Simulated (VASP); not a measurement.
# LaB6 (P1) in VASP: notebook

The runs below take LaB6 through single point, with PBEsol.

Everything below comes from runs of VASP 6.6.1. Logs are shortened: lines on timing, memory, paths and dates and some standing lists are left out, and cuts for length are marked.

**1. The crystal as given**

The typed cell holds 14 atoms: a = 6.062 Å, b = 6.062 Å, c = 6.062 Å, α = 60.00°, β = 60.00°, γ = 60.00°.

The cell comes from a database or a generator and needn't be the stable form of this composition.

**2. Single point, PBEsol**

Input file INCAR:

```
PREC = Accurate
ENCUT = 520
EDIFF = 1E-6
ISMEAR = -1
SIGMA = 0.17
LREAL = F
LASPH = T
NELM = 100
ALGO = Normal
ISIF = 2
LWAVE = F
LCHARG = T
GGA = PS
LELF = T
LVHAR = T
NBANDS = 42
```

Input file KPOINTS:

```
Automatic mesh
0
Gamma
  3 3 3
```

Input file POSCAR:

```
LaB6
1.0
    0.0000000000      4.2866550000      4.2866550000
    4.2866550000      0.0000000000      4.2866550000
    4.2866550000      4.2866550000      0.0000000000
La B
2 12
Direct
    0.0002099539      0.0202722169      0.0282971221
    0.4588776097      0.5203474504      0.5259228933
    0.1999461118      0.3734846868      0.3984925309
    0.4097950500      0.1085811664      0.0825002245
    0.4983372816      0.3560585118      0.0757933634
    0.1383363018      0.1068432146      0.3590211948
    0.1101908131      0.4195229147      0.0974769371
    0.4503744761      0.0566409007      0.3789668168
    0.6368485451      0.9014604628      0.8759627262
    0.9410017834      0.5586057194      0.6326961232
    0.9333734579      0.8733499663      0.5869261697
    0.6504255649      0.5853165230      0.8970747588
    0.6472529280      0.8683110724      0.5885591446
    0.9200763766      0.6253943926      0.9057528539
```

Potentials or basis: VASP PAW PBE potentials, release 64 (La, B).

The run is started by

```
cat potpaw_PBE.64/La/POTCAR potpaw_PBE.64/B/POTCAR > POTCAR
mpirun -np 1 vasp_std > vasp.out
```

OUTCAR:

```text
PREC = Accurate
   ENCUT = 520
   EDIFF = 1E-6
   ISMEAR = -1
   LREAL = F
   LASPH = T
   NELM = 100
   ISIF = 2
   GGA = PS

 ion  position               nearest neighbor table
   1  0.000  0.020  0.028-   5 2.65   6 2.86   8 2.89  10 2.90  11 2.90  13 2.92  12 2.93
   2  0.459  0.520  0.526-   3 2.67  11 2.77  10 2.78  14 2.87   8 2.89
   3  0.200  0.373  0.398-   8 1.77  10 1.83   5 1.89   6 1.97   7 2.01   2 2.67
   4  0.410  0.109  0.083-   6 1.66   9 1.78   8 1.79   5 1.81   7 1.86
   5  0.498  0.356  0.076-  12 1.65   4 1.81   8 1.85   3 1.89   7 2.13   1 2.65
   6  0.138  0.107  0.359-   4 1.66   7 1.75   8 1.82  11 1.88   3 1.97   1 2.86
   7  0.110  0.420  0.097-  14 1.64   6 1.75   4 1.86   3 2.01   5 2.13
   8  0.450  0.057  0.379-  13 1.75   3 1.77   4 1.79   6 1.82   5 1.85   1 2.89   2 2.89
   9  0.637  0.901  0.876-  14 1.71   4 1.78  11 1.78  12 1.82  13 1.82
  10  0.941  0.559  0.633-  12 1.69  11 1.76  14 1.82   3 1.83  13 1.84   2 2.78   1 2.90
  11  0.933  0.873  0.587-  13 1.75  14 1.75  10 1.76   9 1.78   6 1.88   2 2.77   1 2.90
  12  0.650  0.585  0.897-   5 1.65  10 1.69  14 1.80  13 1.80   9 1.82   1 2.93
  13  0.647  0.868  0.589-  11 1.75   8 1.75  12 1.80   9 1.82  10 1.84   1 2.92
  14  0.920  0.625  0.906-   7 1.64   9 1.71  11 1.75  12 1.80  10 1.82   2 2.87

  LATTYP: Found a face centered cubic cell.
 ALAT       =     8.5733100000

  Lattice vectors:

 A1 = (   0.0000000000,   4.2866550000,   4.2866550000)
 A2 = (   4.2866550000,   0.0000000000,   4.2866550000)
 A3 = (   4.2866550000,   4.2866550000,   0.0000000000)

Analysis of symmetry for initial positions (statically):
=====================================================================
 Subroutine PRICEL returns:
 Original cell was already a primitive cell.

 Routine SETGRP: Setting up the symmetry group for a
 face centered cubic supercell.

 Subroutine GETGRP returns: Found  1 space group operations
 (whereof  1 operations were pure point group operations)
 out of a pool of 48 trial point group operations.

The static configuration has the point symmetry C_1 .

Analysis of symmetry for dynamics (positions and initial velocities):
=====================================================================
 Subroutine PRICEL returns:
 Original cell was already a primitive cell.

 Routine SETGRP: Setting up the symmetry group for a
 face centered cubic supercell.

 Subroutine GETGRP returns: Found  1 space group operations
 (whereof  1 operations were pure point group operations)
 out of a pool of 48 trial point group operations.

The dynamic configuration has the point symmetry C_1 .

 Subroutine INISYM returns: Found  1 space group operations
 (whereof  1 operations are pure point group operations),
 and found     1 'primitive' translations

----------------------------------------------------------------------------------------

                                     Primitive cell

  volume of cell :     157.5381

  direct lattice vectors                    reciprocal lattice vectors
     0.000000000  4.286655000  4.286655000    -0.116641064  0.116641064  0.116641064
     4.286655000  0.000000000  4.286655000     0.116641064 -0.116641064  0.116641064
     4.286655000  4.286655000  0.000000000     0.116641064  0.116641064 -0.116641064

  length of vectors
     6.062245638  6.062245638  6.062245638     0.202028249  0.202028249  0.202028249

  position of ions in fractional coordinates (direct lattice)
     0.000209954  0.020272217  0.028297122
     0.458877610  0.520347450  0.525922893
     0.199946112  0.373484687  0.398492531
     0.409795050  0.108581166  0.082500225
     0.498337282  0.356058512  0.075793363
     0.138336302  0.106843215  0.359021195
     0.110190813  0.419522915  0.097476937
     0.450374476  0.056640901  0.378966817
     0.636848545  0.901460463  0.875962726
     0.941001783  0.558605719  0.632696123
     0.933373458  0.873349966  0.586926170
     0.650425565  0.585316523  0.897074759
     0.647252928  0.868311072  0.588559145
     0.920076377  0.625394393  0.905752854

  ion indices of the primitive-cell ions
   primitive index   ion index
                 1           1
                 2           2
                 3           3
                 4           4
                 5           5
                 6           6
                 7           7
                 8           8
                 9           9
                10          10
                11          11
                12          12
                13          13
                14          14

----------------------------------------------------------------------------------------

 KPOINTS: Automatic mesh

Automatic generation of k-mesh.
 Grid dimensions read from file:
 generate k-points for:    3    3    3

 Generating k-lattice:

  Cartesian coordinates                     Fractional coordinates (reciprocal lattice)
    -0.038880355  0.038880355  0.038880355     0.333333333  0.000000000  0.000000000
     0.038880355 -0.038880355  0.038880355     0.000000000  0.333333333  0.000000000
     0.038880355  0.038880355 -0.038880355     0.000000000  0.000000000  0.333333333

  Length of vectors
     0.067342750  0.067342750  0.067342750

  Shift w.r.t. Gamma in fractional coordinates (k-lattice)
     0.000000000  0.000000000  0.000000000

 Subroutine IBZKPT returns following result:
 ===========================================

 Found     14 irreducible k-points:

 Following reciprocal coordinates:
            Coordinates               Weight
  0.000000  0.000000  0.000000      1.000000
  0.333333  0.000000  0.000000      2.000000
  0.000000  0.333333  0.000000      2.000000
  0.000000  0.000000  0.333333      2.000000
  0.333333  0.333333  0.333333      2.000000
  0.333333  0.333333  0.000000      2.000000
  0.000000  0.333333  0.333333      2.000000
  0.333333  0.000000  0.333333      2.000000
 -0.333333  0.333333  0.000000      2.000000
  0.000000 -0.333333  0.333333      2.000000
  0.333333  0.000000 -0.333333      2.000000
  0.333333  0.333333 -0.333333      2.000000
 -0.333333  0.333333 -0.333333      2.000000
  0.333333 -0.333333 -0.333333      2.000000
   k-points           NKPTS =     14   k-points in BZ     NKDIM =     14   number of bands    NBANDS=     42
   number of dos      NEDOS =    301   number of ions     NIONS =     14
   total plane-waves  NPLWV = 110592
   dimension x,y,z NGX =    48 NGY =   48 NGZ =   48
   dimension x,y,z NGXF=    96 NGYF=   96 NGZF=   96
   ions per type =               2  12
   NGX,Y,Z   is equivalent  to a cutoff of  13.16, 13.16, 13.16 a.u.
   NGXF,Y,Z  is equivalent  to a cutoff of  26.33, 26.33, 26.33 a.u.
 SYSTEM =  unknown system
   PREC   = accura    normal or accurate (medium, high low for compatibility)
   ISTART =      0    job   : 0-new  1-cont  2-samecut
   ICHARG =      2    charge: 1-file 2-atom 10-const
   ISPIN  =      1    spin polarized calculation?
   LNONCOLLINEAR =      F non collinear calculations
   LSORBIT =      F    spin-orbit coupling
   LASPH  =      T    aspherical Exc in radial PAW
   ENCUT  =  520.0 eV  38.22 Ry    6.18 a.u.  11.27 11.27 11.27*2*pi/ulx,y,z
   NELM   =    100;   NELMIN=  2; NELMDL= -5     # of ELM steps
   EDIFF  = 0.1E-05   stopping-criterion for ELM
   LREAL  =      F    real-space projection
   EDIFFG = 0.1E-04   stopping-criterion for IOM
   NSW    =      0    number of steps for IOM
   IBRION =     -1    ionic relax: 0-MD 1-quasi-New 2-CG
   NFREE  =      0    steps in history (QN), initial steepest desc. (CG)
   ISIF   =      2    stress and relaxation
   ISYM   =      2    0-nonsym 1-usesym 2-fastsym
   POTIM  = 0.5000    time-step for ionic-motion
   TEBEG  =    0.0;   TEEND  =   0.0 temperature during run
   PSTRESS=    0.0 pullay stress
   NELECT =      58.0000    total number of electrons
   NUPDOWN=      -1.0000    fix difference up-down
   EMIN   =  10.00;   EMAX   =-10.00  energy-range for DOS
   EFERMI =   0.00;   METHOD = LEGACY
   ISMEAR =    -1;   SIGMA  =   0.17  broadening in eV -4-tet -1-fermi 0-gaus
   EFERMI_NEDOS =   21; number of points for ismear=-14 and -15
   IALGO  =     38    algorithm
   IMIX   =      4    mixing-type and parameters
     AMIX     =   0.40;   BMIX     =  1.00
     AMIX_MAG =   1.60;   BMIX_MAG =  1.00
  volume/ion in A,a.u.               =      11.25        75.94
  Fermi-wavevector in a.u.,A,eV,Ry     =   1.173336  2.217283 18.731369  1.376717
  Thomas-Fermi vector in A             =   2.309750
   LORBIT       =      0    0 simple, 1 ext, 2 COOP (PROOUT), +10 PAW based schemes
   GGA     = PS    functional components
   LHFCALC =     F    Hartree Fock is set to
   AEXX    =    0.0000 exact exchange contribution
   IVDW    =     0    specifies the selected vdW correction
   LEPSILON=     F    determine dielectric tensor
   LRPA    =     F    only Hartree local field effects (RPA)
 non-spin polarized calculation
  energy-cutoff  :      520.00
  volume of cell :      157.54
 maximum number of plane-waves:      4279
 NGX is ok and might be reduce to    48
   NGX = 23   NGY = 23   NGZ = 23

 number of electron      57.9999999 magnetization

 Free energy of the ion-electron system (eV)
  ---------------------------------------------------
  ext. energy  EPLUGINS =         0.00000000
  ---------------------------------------------------
  free energy    TOTEN  =       -99.68351679 eV

  energy without entropy =      -99.40244454  energy(sigma->0) =      -99.54298066

 E-fermi :   7.6359     XC(G=0): -10.9378

 val. band max:        7.5532139350   @ k =   0.0000   0.0000   0.0000
 cond. band min:       7.6510094577   @ k =   0.0000  -0.3333   0.3333
 fundamental gap:      0.0977955228
 Fermi energy:         7.6358944352

 k-point     1 :       0.0000    0.0000    0.0000
  band No.  band energies     occupation
      1     -25.4787      2.00000
      2     -25.4263      2.00000
      3      -9.5494      2.00000
      4      -9.4817      2.00000
      5      -9.4500      2.00000
      6      -9.3301      2.00000
[... 33 lines left out ...]
     40       9.4489      0.00005
     41       9.4931      0.00004

 k-point     2 :       0.3333    0.0000    0.0000
  band No.  band energies     occupation
      1     -25.4675      2.00000
      2     -25.4369      2.00000
      3      -9.5842      2.00000
      4      -9.5169      2.00000
      5      -9.4418      2.00000
      6      -9.4042      2.00000
[... 33 lines left out ...]
     40       9.5249      0.00003
     41       9.5620      0.00002

 k-point     3 :       0.0000    0.3333    0.0000
  band No.  band energies     occupation
      1     -25.4657      2.00000
      2     -25.4387      2.00000
      3      -9.5859      2.00000
      4      -9.4984      2.00000
      5      -9.4547      2.00000
      6      -9.4034      2.00000
[... 434 lines left out ...]
      1     -25.4575      2.00000
      2     -25.4465      2.00000
      3      -9.7549      2.00000
      4      -9.6350      2.00000
      5      -9.4970      2.00000
      6      -9.3070      2.00000
[... 33 lines left out ...]
     40       9.5861      0.00002
     41       9.6008      0.00002

 k-point    14 :       0.3333   -0.3333   -0.3333
  band No.  band energies     occupation
      1     -25.4605      2.00000
      2     -25.4434      2.00000
      3      -9.7207      2.00000
      4      -9.6472      2.00000
      5      -9.4918      2.00000
      6      -9.3410      2.00000
[... 33 lines left out ...]
     40       9.5535      0.00003
     41       9.5935      0.00002
 [bands above 41 left out]

------------------------ aborting loop because EDIFF is reached ----------------------------------------

  FORCE on cell =-STRESS in cart. coord.  units (eV):
  Direction    XX          YY          ZZ          XY          YZ          ZX
  --------------------------------------------------------------------------------------
  -------------------------------------------------------------------------------------
  Total      -11.5800345    -11.2285079     -9.8475153     -1.7542155      0.8089231     -2.9558308
  in kB     -117.7700457   -114.1949870   -100.1501622    -17.8405378      8.2268244    -30.0610788
  external PRESSURE =    -110.7050650 kB  Pullay stress =       0.0000000 kB

 VOLUME and BASIS-vectors are now :
 -----------------------------------------------------------------------------
  energy-cutoff  :      520.00
  volume of cell :      157.54
      direct lattice vectors                 reciprocal lattice vectors
     0.000000000  4.286655000  4.286655000    -0.116641064  0.116641064  0.116641064
     4.286655000  0.000000000  4.286655000     0.116641064 -0.116641064  0.116641064
     4.286655000  4.286655000  0.000000000     0.116641064  0.116641064 -0.116641064

 POSITION                                       TOTAL-FORCE (eV/Angst)
 -----------------------------------------------------------------------------------
      0.20820      0.12220      0.08780        -1.372821      0.498372      0.314285
      4.48500      4.22150      4.19760        -0.959185      1.068084      1.088573
      3.30920      2.56530      2.45810        -0.016826     -2.062642     -1.884293
      0.81910      2.11030      2.22210        -2.044076      0.201016      1.670127
      1.85120      2.46110      3.66250         2.356071     -1.250980     -2.499654
      1.99700      2.13200      1.05100         1.451613      0.970236     -1.801114
      2.21620      0.89020      2.27070        -0.055360      2.728534      0.356006
      1.86730      3.55510      2.17340         1.315275      0.078239      0.747183
      7.61920      6.48490      6.59420         0.946072     -0.824836     -0.894938
      5.10670      6.74590      6.42830        -1.500616     -0.459823      1.666838
      6.25970      6.51700      7.74480         0.780041     -0.459670      2.213669
      6.35450      6.63360      5.29720        -0.044509     -0.244947     -0.168268
      6.24510      5.29750      6.49670        -0.036380     -0.101834     -0.426180
      6.56350      7.82670      6.62490        -0.819300     -0.139747     -0.382234
 -----------------------------------------------------------------------------------
    total drift:                               -0.000221      0.000115      0.000082

  FREE ENERGIE OF THE ION-ELECTRON SYSTEM (eV)
  ---------------------------------------------------
  free  energy   TOTEN  =       -99.6835167889 eV

  energy  without entropy=      -99.4024445399  energy(sigma->0) =      -99.54298066
```

It took 2.5 min on 1 thread of Intel Xeon Platinum 8488C (Sapphire Rapids), shared host; peak memory 0.35 GiB.

Results:

```yaml
Free_energy: -99.6835 eV
Pressure: -11.1 GPa
Largest_force: 3.656 eV/Å
Band_gap_on_the_k_mesh: none (metal or under the smearing width)
```

Forces on the atoms (eV/Å):
```
La  -1.373  0.498  0.314
La  -0.959  1.068  1.089
B   -0.017 -2.063 -1.884
B   -2.044  0.201  1.670
B    2.356 -1.251 -2.500
B    1.452  0.970 -1.801
B   -0.055  2.729  0.356
B    1.315  0.078  0.747
B    0.946 -0.825 -0.895
B   -1.501 -0.460  1.667
B    0.780 -0.460  2.214
B   -0.045 -0.245 -0.168
B   -0.036 -0.102 -0.426
B   -0.819 -0.140 -0.382
```

Levels at points of the mesh, in eV from the Fermi level:
```tsv
k point	band 26	band 27	band 28	band 29	band 30	band 31	band 32	band 33
(0.00, 0.00, 0.00)	-2.07	-1.89	-1.44	-0.08	0.16	0.36	1.17	1.18
```

Caveat: the k mesh is coarse (spacing up to 0.42 Å⁻¹), so the values aren't converged; the PAW data sets were made with another functional, which shifts forces and pressure a little.

[end of part 1 of 2]
